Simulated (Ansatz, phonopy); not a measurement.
# Grüneisen parameters and expansion of BeS (F-43m), part 3 of 4

Aim: how the vibrations of BeS shift with volume, and the expansion that follows.

Measurements to reproduce:
- heat capacity C_P per formula unit 34.2 J/mol/K and bulk modulus 105 GPa near room temperature (given in “High-Throughput Prediction of Finite-Temperature Properties using the Quasi-Harmonic Approximation”, 2016, arXiv:1603.06924)

Ansatz 0.2.0; DFT LDA, scalar-relativistic, plane waves, PAW.

So far. Step 6 (A cell at another volume, V/V0 1.015): At this level the gap is 2.86 eV on the k-mesh of the self-consistent run, which can miss the band edges. Step 7 (Phonons, V/V0 1.015): No mode is imaginary beyond numerical noise at the solved wavevectors. The highest zone-centre mode (no LO–TO term) moved by -2.1 % for a volume change of +1.5 %.

The database entry behind the starting cell differs from later determinations by our own check (0.1 to 0.3 % short, probably kX units), so it need not match the best structure at ambient conditions.

## (8) A cell at another volume, V/V0 0.985

Symmetry fixes every atom, so a single point at the scaled cell gives the energy and pressure of this member.

The cell differs from the one that the last finished run ended in (a 3.408 → 3.375 Å, b 3.408 → 3.375 Å, c 3.408 → 3.375 Å).

input.yaml

```yaml
crystal:
  lattice:
    - [0.0, 2.3861499714, 2.3861499714]
    - [2.3861499714, 0.0, 2.3861499714]
    - [2.3861499714, 2.3861499714, 0.0]
  atoms:
    - { symbol: Be, position: [0.0, 0.0, 0.0] }
    - { symbol: S, position: [0.25, 0.25, 0.25] }
kpoints:
  mp_grid: { grid: [8, 8, 8] }
hamiltonian:
  xc: lda
scf:
  occupations: { method: fixed }
output:
  forces: true
  stress: true
  eigenvalues: true
```

The run is started by

```sh
$ ansatz run input.yaml --threads 4 --pin off --max-ram 16384MiB --backend cpu --events-out ev --progress --plain --runs-dir out
```

Numbers of over 12 decimals in the logs are rounded to 6 here.

Log:

```text
[...]
Crystal: 2 atoms, lattice volume = 27.172 Å³
Basis set: ecut = 420 eV, 531 PW (Γ)
Bands: 8, of which v1, the nominal top of the filled ones, is band 4 counted from 1 (3 counted from 0)
Symmetry: 24 space group operations
[...]
k-points: 29 of 512 (time reversal used)
[...]
Free energy (F): -960.016874 eV
[...]
Internal energy: -960.016874 eV  (E = F + TS)
E sigma→0 (E₀):  -960.016874 eV
Fermi energy:    5.735419 eV
[...]
--- Stress (GPa, compression-positive) ---
        1.584942       0.000000      -0.000000
        0.000000       1.584942       0.000000
       -0.000000       0.000000       1.584942
  P = ⅓ Tr σ = 1.5849 GPa (15.849 kbar)
--- Band table (eV; the first three rows and the last of 29) ---
[...]
[key lines of the parts left out:]
SCF converged after 6 iterations
```

Wall time 0.77 s (4 threads of Arm Neoverse V2, shared host); peak memory 0.26 GiB; 1.2 s of CPU time.

The run ends at a pressure of 1.58 GPa.

## (9) Phonons, V/V0 0.985

The same q-mesh and k-mesh are kept at every volume, so that much of their error can cancel in the differences.

input.yaml, the sections that differ from step 8:

```yaml
output:
  eigenvalues: true
phonons:
  method: dfpt
  dielectric: true
  rigid_motions: translations
  qmesh: [4, 4, 4]
  temperatures: { t_max: 1000, t_step: 50 }
  qpath:
    path:
      - [[0.0, 0.0, 0.0], [-0.5, -0.5, 0.0], [-0.375, -0.375, 0.25]]
      - [[-0.375, 0.0, 0.375], [0.0, 0.0, 0.0], [0.0, 0.0, 0.5], [-0.5, -0.25, 0.25], [-0.5, -0.5, 0.0]]
    npoints: 10
# crystal, kpoints, hamiltonian, scf: as in step 8
```

Log:

```text
[...]
Crystal: 2 atoms, lattice volume = 27.172 Å³
Basis set: ecut = 420 eV, 531 PW (Γ), exchange–correlation on 48×48×48 points (8 copies of the dense FFT grid, shifted against one another)
Bands: 8, of which v1, the nominal top of the filled ones, is band 4 counted from 1 (3 counted from 0)
Symmetry: 24 space group operations
k-points: 95 of 512 (irreducible under 4 space group operations, time reversal used)
[...]
optical modes at Γ + LO–TO along q̂ = [0.0000, 1.0000, 0.0000]:
      ω (cm⁻¹)  modes    IR ((D/Å)²/amu)
        605.73      2            15.1574
        689.86      1             7.5787
  optical modes at Γ + LO–TO along q̂ = [0.0000, 0.0000, 1.0000]:
      ω (cm⁻¹)  modes    IR ((D/Å)²/amu)
        605.73      2            15.1574
        689.86      1             7.5787
--- Phonons (arbitrary-q DFPT): 8 irreducible q on the 4×4×4 mesh ---
[...]
interpolated dispersion: 63 rows × 6 modes
[...]
[key lines of the parts left out:]
SCF converged after 8 iterations
Free energy (F): -960.016877 eV
Fermi energy:    5.735403 eV
```

The job ended after 17 s (4 threads; peak memory 0.57 GiB; 62 s of CPU time).

No mode is imaginary beyond numerical noise at the solved wavevectors. The highest zone-centre mode (no LO–TO term) moved by +2.2 % for a volume change of -1.5 %.

## (10) Single point at a scaled cell, V/V0 1.03

Symmetry fixes every atom, so a single point at the scaled cell gives the energy and pressure of this member.

input.yaml, the sections that differ from step 9:

```yaml
crystal:
  lattice:
    - [0.0, 2.4219475513, 2.4219475513]
    - [2.4219475513, 0.0, 2.4219475513]
    - [2.4219475513, 2.4219475513, 0.0]
  atoms:
    - { symbol: Be, position: [0.0, 0.0, 0.0] }
    - { symbol: S, position: [0.25, 0.25, 0.25] }
output:
  forces: true
  stress: true
  eigenvalues: true
# kpoints, hamiltonian, scf: as in step 9
# phonons: removed
```

Log:

```text
[...]
Crystal: 2 atoms, lattice volume = 28.413 Å³
Basis set: ecut = 420 eV, 537 PW (Γ)
Bands: 8, of which v1, the nominal top of the filled ones, is band 4 counted from 1 (3 counted from 0)
Symmetry: 24 space group operations
[...]
k-points: 29 of 512 (time reversal used)
[...]
Free energy (F): -960.011320 eV
[...]
Internal energy: -960.011320 eV  (E = F + TS)
E sigma→0 (E₀):  -960.011320 eV
Fermi energy:    5.208305 eV
[...]
--- Stress (GPa, compression-positive) ---
       -2.858953      -0.000000      -0.000000
       -0.000000      -2.858953       0.000000
       -0.000000       0.000000      -2.858953
  P = ⅓ Tr σ = -2.8590 GPa (-28.590 kbar)
--- Band table (eV; the first three rows and the last of 29) ---
[...]
[key lines of the parts left out:]
SCF converged after 6 iterations
```

Run time: 0.29 s. Hardware: 4 threads; peak memory 0.26 GiB; 0.75 s of CPU time.

The run ends at a pressure of -2.86 GPa.

## (11) Lattice dynamics at this volume, V/V0 1.03

The same q-mesh and k-mesh are kept at every volume, so that much of their error can cancel in the differences.

input.yaml, the sections that differ from step 10:

```yaml
output:
  eigenvalues: true
phonons:
  method: dfpt
  dielectric: true
  rigid_motions: translations
  qmesh: [4, 4, 4]
  temperatures: { t_max: 1000, t_step: 50 }
  qpath:
    path:
      - [[0.0, 0.0, 0.0], [-0.5, -0.5, 0.0], [-0.375, -0.375, 0.25]]
      - [[-0.375, 0.0, 0.375], [0.0, 0.0, 0.0], [0.0, 0.0, 0.5], [-0.5, -0.25, 0.25], [-0.5, -0.5, 0.0]]
    npoints: 10
# crystal, kpoints, hamiltonian, scf: as in step 10
```

Log:

```text
[...]
Crystal: 2 atoms, lattice volume = 28.413 Å³
Basis set: ecut = 420 eV, 537 PW (Γ), exchange–correlation on 48×48×48 points (8 copies of the dense FFT grid, shifted against one another)
Bands: 8, of which v1, the nominal top of the filled ones, is band 4 counted from 1 (3 counted from 0)
Symmetry: 24 space group operations
k-points: 95 of 512 (irreducible under 4 space group operations, time reversal used)
[...]
optical modes at Γ + LO–TO along q̂ = [0.0000, 1.0000, 0.0000]:
      ω (cm⁻¹)  modes    IR ((D/Å)²/amu)
        568.20      2            16.2694
        660.64      1             8.1347
  optical modes at Γ + LO–TO along q̂ = [0.0000, 0.0000, 1.0000]:
      ω (cm⁻¹)  modes    IR ((D/Å)²/amu)
        568.20      2            16.2694
        660.64      1             8.1347
--- Phonons (arbitrary-q DFPT): 8 irreducible q on the 4×4×4 mesh ---
[...]
interpolated dispersion: 63 rows × 6 modes
[...]
[key lines of the parts left out:]
SCF converged after 8 iterations
Free energy (F): -960.011323 eV
Fermi energy:    5.208262 eV
```

The job ended after 17 s (4 threads; peak memory 0.57 GiB; 64 s of CPU time).

LO-TO term included. The phonon branches at the labelled points (cm⁻¹):

| point | branch 1 | branch 2 | branch 3 | branch 4 | branch 5 | branch 6 |
| --- | --- | --- | --- | --- | --- | --- |
| Γ | 0 | 0 | 0 | 568 | 568 | 661 |
| halfway | 172 | 172 | 254 | 535 | 535 | 658 |
| X | 231 | 231 | 366 | 512 | 512 | 656 |
| halfway | 229 | 253 | 358 | 514 | 514 | 640 |
| U | 221 | 292 | 338 | 519 | 520 | 608 |
| jump to K | 221 | 292 | 338 | 519 | 520 | 608 |
| halfway | 146 | 201 | 263 | 550 | 554 | 619 |
| Γ | 0 | 0 | 0 | 568 | 568 | 661 |
| halfway | 124 | 124 | 250 | 555 | 555 | 639 |
| L | 164 | 164 | 364 | 548 | 548 | 610 |
| halfway | 206 | 248 | 346 | 528 | 547 | 586 |
| W | 270 | 280 | 325 | 519 | 543 | 572 |
| halfway | 250 | 251 | 350 | 515 | 518 | 624 |
| X | 231 | 231 | 366 | 512 | 512 | 656 |

The phonon branches as a text plot (rows in cm⁻¹):

```
    647 |***************         ************                 ***
    619 |               ***     *            ******          *
    592 |                  *****                   ******   *
    564 |****                   **************           ***
    537 |    ****          ******             ***************
    509 |        **********                            **********
    482 |
    454 |
    427 |
    399 |
    372 |           ***                         ****           **
    344 |         **   ****                    *    *****   ***
    317 |        *         ****               *          ***
    289 |       *        ****  *             *          ****
    261 |      *       **    ** *           *         ** *****
    234 |         *********    * *                   * **     ***
    206 |    ** **         **   *          *        * *
    179 |      *             ***  **              ****
    151 |   ***                 **        *  *****
    124 |  **                    ****       *
     96 |                         ***    * *
     69 | **                        **  ***
     41 | *                          *  *
     14 |*                            **
         Γ           X  U|K            Γ         L        W     X
```

No mode is imaginary beyond numerical noise at the solved wavevectors. The highest zone-centre mode (no LO–TO term) moved by -4.2 % for a volume change of +3.0 %.

## (12) A cell at another volume, V/V0 0.97

Symmetry fixes every atom, so a single point at the scaled cell gives the energy and pressure of this member.

The cell differs from the one that the last finished run ended in (a 3.425 → 3.357 Å, b 3.425 → 3.357 Å, c 3.425 → 3.357 Å).

input.yaml, the sections that differ from step 11:

```yaml
crystal:
  lattice:
    - [0.0, 2.373975525, 2.373975525]
    - [2.373975525, 0.0, 2.373975525]
    - [2.373975525, 2.373975525, 0.0]
  atoms:
    - { symbol: Be, position: [0.0, 0.0, 0.0] }
    - { symbol: S, position: [0.25, 0.25, 0.25] }
output:
  forces: true
  stress: true
  eigenvalues: true
# kpoints, hamiltonian, scf: as in step 11
# phonons: removed
```

Log:

```text
[...]
Crystal: 2 atoms, lattice volume = 26.758 Å³
Basis set: ecut = 420 eV, 531 PW (Γ)
Bands: 8, of which v1, the nominal top of the filled ones, is band 4 counted from 1 (3 counted from 0)
Symmetry: 24 space group operations
[...]
k-points: 29 of 512 (time reversal used)
[...]
Free energy (F): -960.010602 eV
[...]
Internal energy: -960.010602 eV  (E = F + TS)
E sigma→0 (E₀):  -960.010602 eV
Fermi energy:    5.922154 eV
[...]
--- Stress (GPa, compression-positive) ---
        3.291916       0.000000      -0.000000
       -0.000000       3.291916       0.000000
       -0.000000       0.000000       3.291916
  P = ⅓ Tr σ = 3.2919 GPa (32.919 kbar)
--- Band table (eV; the first three rows and the last of 29) ---
[...]
[key lines of the parts left out:]
SCF converged after 6 iterations
```

Wall time 0.28 s (4 threads); peak memory 0.25 GiB; 0.71 s of CPU time.

The run ends at a pressure of 3.29 GPa.

## (13) Phonons, V/V0 0.97

Phonons at this volume give one point of F(V, T); meshes stay fixed along the series.

input.yaml, the sections that differ from step 12:

```yaml
output:
  eigenvalues: true
phonons:
  method: dfpt
  dielectric: true
  rigid_motions: translations
  qmesh: [4, 4, 4]
  temperatures: { t_max: 1000, t_step: 50 }
  qpath:
    path:
      - [[0.0, 0.0, 0.0], [-0.5, -0.5, 0.0], [-0.375, -0.375, 0.25]]
      - [[-0.375, 0.0, 0.375], [0.0, 0.0, 0.0], [0.0, 0.0, 0.5], [-0.5, -0.25, 0.25], [-0.5, -0.5, 0.0]]
    npoints: 10
# crystal, kpoints, hamiltonian, scf: as in step 12
```

Log:

```text
[...]
Crystal: 2 atoms, lattice volume = 26.758 Å³
Basis set: ecut = 420 eV, 531 PW (Γ), exchange–correlation on 48×48×48 points (8 copies of the dense FFT grid, shifted against one another)
Bands: 8, of which v1, the nominal top of the filled ones, is band 4 counted from 1 (3 counted from 0)
Symmetry: 24 space group operations
k-points: 95 of 512 (irreducible under 4 space group operations, time reversal used)
[...]
optical modes at Γ + LO–TO along q̂ = [0.0000, 1.0000, 0.0000]:
      ω (cm⁻¹)  modes    IR ((D/Å)²/amu)
        618.90      2            14.7733
        700.22      1             7.3866
  optical modes at Γ + LO–TO along q̂ = [0.0000, 0.0000, 1.0000]:
      ω (cm⁻¹)  modes    IR ((D/Å)²/amu)
        618.90      2            14.7733
        700.22      1             7.3866
--- Phonons (arbitrary-q DFPT): 8 irreducible q on the 4×4×4 mesh ---
[...]
interpolated dispersion: 63 rows × 6 modes
[...]
[key lines of the parts left out:]
SCF converged after 7 iterations
Free energy (F): -960.010605 eV
Fermi energy:    5.922146 eV
```

The job ended after 16 s (4 threads; peak memory 0.57 GiB; 62 s of CPU time).

No mode is imaginary beyond numerical noise at the solved wavevectors. The highest zone-centre mode (no LO–TO term) moved by +4.4 % for a volume change of -3.0 %.

## (14) Single point at a scaled cell, V/V0 1.05

Symmetry fixes every atom, so a single point at the scaled cell gives the energy and pressure of this member.

The cell differs from the one that the last finished run ended in (a 3.357 → 3.447 Å, b 3.357 → 3.447 Å, c 3.357 → 3.447 Å).

input.yaml, the sections that differ from step 13:

```yaml
crystal:
  lattice:
    - [0.0, 2.4375232048, 2.4375232048]
    - [2.4375232048, 0.0, 2.4375232048]
    - [2.4375232048, 2.4375232048, 0.0]
  atoms:
    - { symbol: Be, position: [0.0, 0.0, 0.0] }
    - { symbol: S, position: [0.25, 0.25, 0.25] }
output:
  forces: true
  stress: true
  eigenvalues: true
# kpoints, hamiltonian, scf: as in step 13
# phonons: removed
```

Log:

```text
[...]
Crystal: 2 atoms, lattice volume = 28.965 Å³
Basis set: ecut = 420 eV, 537 PW (Γ)
Bands: 8, of which v1, the nominal top of the filled ones, is band 4 counted from 1 (3 counted from 0)
Symmetry: 24 space group operations
[...]
k-points: 29 of 512 (time reversal used)
[...]
Free energy (F): -959.998521 eV
[...]
Internal energy: -959.998521 eV  (E = F + TS)
E sigma→0 (E₀):  -959.998521 eV
Fermi energy:    4.988747 eV
[...]
--- Stress (GPa, compression-positive) ---
       -4.547994       0.000000      -0.000000
        0.000000      -4.547994       0.000000
       -0.000000       0.000000      -4.547994
  P = ⅓ Tr σ = -4.5480 GPa (-45.480 kbar)
--- Band table (eV; the first three rows and the last of 29) ---
[...]
[key lines of the parts left out:]
SCF converged after 6 iterations
```

Elapsed: 0.29 s, on 4 threads; peak memory 0.26 GiB.

The run ends at a pressure of -4.55 GPa.

## (15) Phonons, V/V0 1.05

The same q-mesh and k-mesh are kept at every volume, so that much of their error can cancel in the differences.

input.yaml, the sections that differ from step 14:

```yaml
output:
  eigenvalues: true
phonons:
  method: dfpt
  dielectric: true
  rigid_motions: translations
  qmesh: [4, 4, 4]
  temperatures: { t_max: 1000, t_step: 50 }
  qpath:
    path:
      - [[0.0, 0.0, 0.0], [-0.5, -0.5, 0.0], [-0.375, -0.375, 0.25]]
      - [[-0.375, 0.0, 0.375], [0.0, 0.0, 0.0], [0.0, 0.0, 0.5], [-0.5, -0.25, 0.25], [-0.5, -0.5, 0.0]]
    npoints: 10
# crystal, kpoints, hamiltonian, scf: as in step 14
```

Log:

```text
[...]
Crystal: 2 atoms, lattice volume = 28.965 Å³
Basis set: ecut = 420 eV, 537 PW (Γ), exchange–correlation on 48×48×48 points (8 copies of the dense FFT grid, shifted against one another)
Bands: 8, of which v1, the nominal top of the filled ones, is band 4 counted from 1 (3 counted from 0)
Symmetry: 24 space group operations
k-points: 95 of 512 (irreducible under 4 space group operations, time reversal used)
[...]
optical modes at Γ + LO–TO along q̂ = [0.0000, 1.0000, 0.0000]:
      ω (cm⁻¹)  modes    IR ((D/Å)²/amu)
        552.41      2            16.7456
        648.47      1             8.3728
  optical modes at Γ + LO–TO along q̂ = [0.0000, 0.0000, 1.0000]:
      ω (cm⁻¹)  modes    IR ((D/Å)²/amu)
        552.41      2            16.7456
        648.47      1             8.3728
--- Phonons (arbitrary-q DFPT): 8 irreducible q on the 4×4×4 mesh ---
[...]
interpolated dispersion: 63 rows × 6 modes
[...]
[key lines of the parts left out:]
SCF converged after 8 iterations
Free energy (F): -959.998523 eV
Fermi energy:    4.988722 eV
```

Elapsed: 17 s, on 4 threads; peak memory 0.59 GiB.

No mode is imaginary beyond numerical noise at the solved wavevectors. The highest zone-centre mode (no LO–TO term) moved by -6.8 % for a volume change of +5.0 %.

## (16) How the modes move with volume

This step: DFT LDA, scalar-relativistic, plane waves, PAW (phonopy 4.10.0).

This step gave:

```yaml
share_of_modes_with_a_negative_grueneisen_parameter: 0.114
```

Mean Grüneisen, by row:

```csv
T (K),heat-capacity-weighted mean,root mean square
50,0.197,0.375
100,0.321,0.561
200,0.655,0.915
300,0.797,1.034
500,0.882,1.099
800,0.912,1.121
```

[end of part 3 of 4]

[Logs are printed without paths, hosts, clocks, repeated set-up lines and the standing remarks that a program may print on its own settings, such as how far it seeks lower states.]

[Hosts, paths, dates, database ids (printed as entryN), source tags and the programs' standing remarks are cut or masked in the printed files.]

[A step with changed settings may run another functional than the one named; its input shows which.]

[Of the runs on displaced cells, only some may be shown.]
